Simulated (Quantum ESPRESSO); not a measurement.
# Ag (P6_3/mmc) in Quantum ESPRESSO: reference runs, part 2 of 2

Quantum ESPRESSO 7.5. Earlier steps stand in the parts before.

## (3) Single point, PBEsol (atoms moved at random, drawn with an rms of 0.05 Å)

The input, pw.in:

```
&CONTROL
  calculation = 'scf'
  prefix = 'pwscf'
  outdir = './tmp'
  pseudo_dir = './pseudo'
  tprnfor = .true.
  tstress = .true.
  disk_io = 'nowf'
/
&SYSTEM
  ibrav = 0
  nat = 2
  ntyp = 1
  ecutwfc = 56
  ecutrho = 448
  nbnd = 27
  occupations = 'smearing'
  smearing = 'fd'
  degauss = 0.00367493
/
&ELECTRONS
  conv_thr = 4d-10
  electron_maxstep = 120
  mixing_beta = 0.5
/
ATOMIC_SPECIES
Ag   107.8682 ag_pbesol_v1.4.uspp.F.UPF
CELL_PARAMETERS angstrom
   2.9300000000    0.0000000000    0.0000000000
  -1.4650000000    2.5374544331    0.0000000000
   0.0000000000    0.0000000000    4.7900000000
ATOMIC_POSITIONS crystal
Ag     0.6848270000    0.3500780000    0.7468890000
Ag     0.3379130000    0.6726650000    0.2505680000
K_POINTS automatic
10 10 6 0 0 0
```

Potentials or basis: GBRV 1.5 PBEsol.

Command:

```console
$ OMP_NUM_THREADS=1 mpirun -n 2 pw.x -nk 2 -in pw.in > pw.out
```

pw.out:

```text
This program is part of the open-source Quantum ESPRESSO suite
     for quantum simulation of materials; please cite
         "P. Giannozzi et al., J. Phys.:Condens. Matter 21 395502 (2009);
         "P. Giannozzi et al., J. Phys.:Condens. Matter 29 465901 (2017);
         "P. Giannozzi et al., J. Chem. Phys. 152 154105 (2020);
     in publications or presentations arising from this work. More details at

     K-points division:     npool     =       2
     Subspace diagonalization in iterative solution of the eigenvalue problem:
     a serial algorithm will be used

     G-vector sticks info
     --------------------
     sticks:   dense  smooth     PW     G-vecs:    dense   smooth      PW
     Sum         955     475    151                38563    13573    2297

     Using Slab Decomposition

     bravais-lattice index     =            0
     lattice parameter (alat)  =       5.5369  a.u.
     unit-cell volume          =     240.3245 (a.u.)^3
     number of atoms/cell      =            2
     number of atomic types    =            1
     number of electrons       =        38.00
     number of Kohn-Sham states=           27
     kinetic-energy cutoff     =      56.0000  Ry
     charge density cutoff     =     448.0000  Ry
     scf convergence threshold =      4.0E-10
     mixing beta               =       0.5000
     number of iterations used =            8  plain     mixing
     Exchange-correlation= SLA  PW   PSX  PSC
                           (   1   4  10   8   0   0   0)

     celldm(1)=   5.536898  celldm(2)=   0.000000  celldm(3)=   0.000000
     celldm(4)=   0.000000  celldm(5)=   0.000000  celldm(6)=   0.000000

     crystal axes: (cart. coord. in units of alat)
               a(1) = (   1.000000   0.000000   0.000000 )
               a(2) = (  -0.500000   0.866025   0.000000 )
               a(3) = (   0.000000   0.000000   1.634812 )

     reciprocal axes: (cart. coord. in units 2 pi/alat)
               b(1) = (  1.000000  0.577350 -0.000000 )
               b(2) = (  0.000000  1.154701  0.000000 )
               b(3) = (  0.000000 -0.000000  0.611691 )

     PseudoPot. # 1 for Ag read from file:
     ag_pbesol_v1.4.uspp.F.UPF
     Pseudo is Ultrasoft + core correction, Zval = 19.0
     Generated by new atomic code, or converted to UPF format
     Using radial grid of  887 points,  6 beta functions with:
                l(1) =   0
                l(2) =   0
                l(3) =   1
                l(4) =   1
                l(5) =   2
                l(6) =   2
     Q(r) pseudized with  6 coefficients,  rinner =    1.300   1.300   1.300
                                                       1.300   1.300

     atomic species   valence    mass     pseudopotential
     Ag               19.00   107.86820     Ag( 1.00)

     No symmetry found

   Cartesian axes

     site n.     atom                  positions (alat units)
         1        Ag     tau(   1) = (   0.5097880   0.3031764   1.2210233  )
         2        Ag     tau(   2) = (   0.0015805   0.5825450   0.4096316  )

     number of k points=   304  Fermi-Dirac smearing, width (Ry)=  0.0037

     Number of k-points >= 100: set verbosity='high' to print them.

     Dense  grid:    38563 G-vectors     FFT dimensions: (  40,  40,  64)

     Smooth grid:    13573 G-vectors     FFT dimensions: (  27,  27,  45)

     Initial potential from superposition of free atoms

     starting charge      36.9999, renormalised to      38.0000
     Starting wfcs are   26 randomized atomic wfcs +    1 random wfcs

     Self-consistent Calculation

     iteration #  1     ecut=    56.00 Ry     beta= 0.50
     Davidson diagonalization with overlap
     ethr =  1.00E-02,  avg # of iterations =  4.6

     total energy              =    -590.19116818 Ry
     estimated scf accuracy    <       2.52807112 Ry

     iteration #  2     ecut=    56.00 Ry     beta= 0.50
     Davidson diagonalization with overlap
     ethr =  6.65E-03,  avg # of iterations =  2.0

     total energy              =    -591.00645108 Ry
     estimated scf accuracy    <       0.55381044 Ry

     iteration #  3     ecut=    56.00 Ry     beta= 0.50
     Davidson diagonalization with overlap
     ethr =  1.46E-03,  avg # of iterations =  2.0

     total energy              =    -591.09937666 Ry
     estimated scf accuracy    <       0.00367343 Ry

     iteration #  4     ecut=    56.00 Ry     beta= 0.50
     Davidson diagonalization with overlap
     ethr =  9.67E-06,  avg # of iterations =  3.4

     total energy              =    -591.10067828 Ry
     estimated scf accuracy    <       0.00068021 Ry

     iteration #  5     ecut=    56.00 Ry     beta= 0.50
     Davidson diagonalization with overlap
     ethr =  1.79E-06,  avg # of iterations =  2.1

     total energy              =    -591.10071634 Ry
     estimated scf accuracy    <       0.00004916 Ry

     iteration #  6     ecut=    56.00 Ry     beta= 0.50
     Davidson diagonalization with overlap
     ethr =  1.29E-07,  avg # of iterations =  2.0

     total energy              =    -591.10072693 Ry
     estimated scf accuracy    <       0.00004652 Ry

     iteration #  7     ecut=    56.00 Ry     beta= 0.50
     Davidson diagonalization with overlap
     ethr =  1.22E-07,  avg # of iterations =  2.0

     total energy              =    -591.10073682 Ry
     estimated scf accuracy    <       0.00000015 Ry

     iteration #  8     ecut=    56.00 Ry     beta= 0.50
     Davidson diagonalization with overlap
     ethr =  4.00E-10,  avg # of iterations =  2.0

     total energy              =    -591.10073686 Ry
     estimated scf accuracy    <          2.8E-09 Ry

     iteration #  9     ecut=    56.00 Ry     beta= 0.50
     Davidson diagonalization with overlap
     ethr =  7.48E-12,  avg # of iterations =  2.0

     total energy              =    -591.10073686 Ry
     estimated scf accuracy    <          5.0E-09 Ry

     iteration # 10     ecut=    56.00 Ry     beta= 0.50
     Davidson diagonalization with overlap
     ethr =  7.48E-12,  avg # of iterations =  2.0

     End of self-consistent calculation

     Number of k-points >= 100: set verbosity='high' to print the bands.

     the Fermi energy is    16.1863 ev

!    total energy              =    -591.10073686 Ry
     estimated scf accuracy    <          5.1E-12 Ry
     smearing contrib. (-TS)   =      -0.00041213 Ry
     internal energy E=F+TS    =    -591.10032472 Ry

     The total energy is F=E-TS. E is the sum of the following terms:
     one-electron contribution =    -258.25171355 Ry
     hartree contribution      =     147.06108366 Ry
     xc contribution           =     -57.35788521 Ry
     ewald contribution        =    -422.55180962 Ry

     convergence has been achieved in  10 iterations

     Forces acting on atoms (cartesian axes, Ry/au):

     atom    1 type  1   force =    -0.00080021   -0.00082360    0.00308661
     atom    2 type  1   force =     0.00080021    0.00082360   -0.00308661

     Total force =     0.004657     Total SCF correction =     0.000002

     Computing stress (Cartesian axis) and pressure

          total   stress  (Ry/bohr**3)                   (kbar)     P=      -64.47
  -0.00041565   0.00000886  -0.00000114          -61.14        1.30       -0.17
   0.00000886  -0.00043505  -0.00000120            1.30      -64.00       -0.18
  -0.00000114  -0.00000120  -0.00046416           -0.17       -0.18      -68.28

=------------------------------------------------------------------------------=
   JOB DONE.
=------------------------------------------------------------------------------=
```

Run time: 1.7 min. Hardware: 2 MPI ranks of Arm Neoverse V2, shared host; peak memory 0.44 GiB.

Results:

```
Free energy            : -8042.3352 eV
Pressure               : -6.4 GPa
Largest force          : 0.085 eV/Å
Band gap on the k mesh : none (metal or under the smearing width)
```

Forces in eV/Å, atoms in the order of the input:
```
Ag  -0.021 -0.021  0.079
Ag   0.021  0.021 -0.079
```
